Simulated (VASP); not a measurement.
Input of a VASP 6.6.1 run:

The input INCAR:

```
SYSTEM = BaSrTi2O6
  ALGO = Normal
  EDIFF = 1E-7
  EDIFFG = -0.005
  ENCUT = 600
  GGA = PS
  IBRION = 2
  ISIF = 3
  ISMEAR = 0
  LASPH = .TRUE.
  LCHARG = .FALSE.
  LREAL = .FALSE.
  LUSENCCL = .FALSE.
  LWAVE = .FALSE.
  NELM = 80
  NSW = 90
  PREC = Accurate
  SIGMA = 0.03
```

KPOINTS

```
k-points
0
G
  6 6 6
  0 0 0
```

File POSCAR:

```
BaSrTi2O6                               
1.0
   -3.9406173794      3.9406173794      3.9373833338
    3.9406173794     -3.9406173794      3.9373833338
    3.9406173794      3.9406173794     -3.9373833338
  Ba              Sr              Ti              O             
     2     2     4    12
Direct
     0.5000000000000000    0.5000000000000000    0.5000000000000000
     0.0000000000000000    0.0000000000000000    0.5000000000000000
     0.0000000000000000    0.5000000000000000    0.0000000000000000
     0.5000000000000000    0.0000000000000000    0.0000000000000000
     0.0000000000000000    0.0000000000000000    0.0000000000000000
     0.5000000000000000    0.5000000000000000    0.0000000000000000
     0.5000000000000000    0.0000000000000000    0.5000000000000000
     0.0000000000000000    0.5000000000000000    0.5000000000000000
     0.9959444428746684    0.2500000000000000    0.2459444428746685
     0.4959444428746685    0.7500000000000000    0.2459444428746685
     0.5040555571253316    0.2500000000000000    0.7540555571253316
     0.0040555571253316    0.7500000000000000    0.7540555571253316
     0.2500000000000000    0.9959444428746684    0.2459444428746685
     0.7500000000000000    0.4959444428746685    0.2459444428746685
     0.7500000000000000    0.0040555571253316    0.7540555571253316
     0.2500000000000000    0.5040555571253316    0.7540555571253316
     0.2500000000000000    0.2500000000000000    0.0000000000000000
     0.7500000000000000    0.7500000000000000    0.0000000000000000
     0.7500000000000000    0.2500000000000000    0.5000000000000000
     0.2500000000000000    0.7500000000000000    0.5000000000000000
```

Potentials or basis: VASP PAW PBE potentials, release 64 (Ba_sv, Sr_sv, Ti_sv, O).

The run is started by

```console
$ cat potpaw_PBE.64/Ba_sv/POTCAR potpaw_PBE.64/Sr_sv/POTCAR potpaw_PBE.64/Ti_sv/POTCAR potpaw_PBE.64/O/POTCAR > POTCAR
$ mpirun -np 1 vasp_std > vasp.out
```

Task: Predict the space group after relaxing (to 0.05 Å).

Result: P4/mmm (No. 123).

Task: Estimate the relaxed cell.

Result: a = 6.824 Å, b = 6.824 Å, c = 6.824 Å, α = 109.43°, β = 109.43°, γ = 109.55°.

Final structure:
```
Ba Sr Ti O
1.0
    -3.94157    3.94157    3.93588
     3.94157   -3.94157    3.93588
     3.94157    3.94157   -3.93588
Ba Sr Ti O
2 2 4 12
Direct
  0.50000 0.50000 0.50000
  0.00000 0.00000 0.50000
  0.00000 0.50000 0.00000
  0.50000 0.00000 0.00000
  0.00000 0.00000 0.00000
  0.50000 0.50000 0.00000
  0.50000 0.00000 0.50000
  0.00000 0.50000 0.50000
  0.99595 0.25000 0.24596
  0.49595 0.75000 0.24595
  0.50404 0.25000 0.75404
  0.00405 0.75000 0.75405
  0.25000 0.99595 0.24596
  0.75000 0.49595 0.24595
  0.75000 0.00405 0.75405
  0.25000 0.50404 0.75404
  0.25000 0.25000 0.00000
  0.75000 0.75000 0.00000
  0.75000 0.25000 0.50000
  0.25000 0.75000 0.50000
```
